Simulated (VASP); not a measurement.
Input of a VASP 6.6.1 run:

The input INCAR:

```
PREC = Accurate
ENCUT = 520
EDIFF = 1E-6
ISMEAR = 0
SIGMA = 0.05
LREAL = False
LASPH = True
NELM = 80
ALGO = Normal
ISIF = 2
LWAVE = False
LCHARG = False
ISPIN = 2
MAGMOM = 0.5 0 0
LORBIT = 11
NUPDOWN = 1
LMAXMIX = 4
LDAU = True
LDAUTYPE = 2
LDAUL = 2 -1
LDAUU = 6 0
LDAUJ = 0 0
LDAUPRINT = 1
GGA = PS
NBANDS = 22
```

KPOINTS

```
regular mesh
0
Gamma
  6 6 4
```

POSCAR

```
PtSe2
1.0
    3.2802082100     -2.0108328800      0.0000000000
    3.2802082100      2.0108328800      0.0000000000
   -0.0032294100      0.0000000000      4.6257814300
Pt Se
1 2
Direct
    0.0000000000      0.0000000000      0.0000000000
    0.6879000000      0.6879000000      0.2889000000
    0.3121000000      0.3121000000      0.7111000000
```

Potentials or basis: VASP PAW PBE potentials, release 64 (Pt, Se).

Command:

```console
$ cat potpaw_PBE.64/Pt/POTCAR potpaw_PBE.64/Se/POTCAR > POTCAR
$ mpirun -np 1 vasp_std > vasp.out
```

**Question.** Estimate the pressure.

**Answer.** -8.5 GPa.

**Question.** Predict the largest force.

**Answer.** 0.997 eV/Å.

Eigenvalues of the final occupation matrices:
| site | spin | trace | eigenvalues |
| --- | --- | --- | --- |
| site 1 d | 1 | 4.51 | 0.79 0.89 0.94 0.94 0.94 |
| site 1 d | 2 | 4.12 | 0.66 0.67 0.93 0.93 0.93 |

Caveat: the PAW data sets were made with another functional, which shifts forces and pressure a little; the total moment is fixed, so each spin has its own Fermi level. The state reached can hang on the start; a lower one may exist.
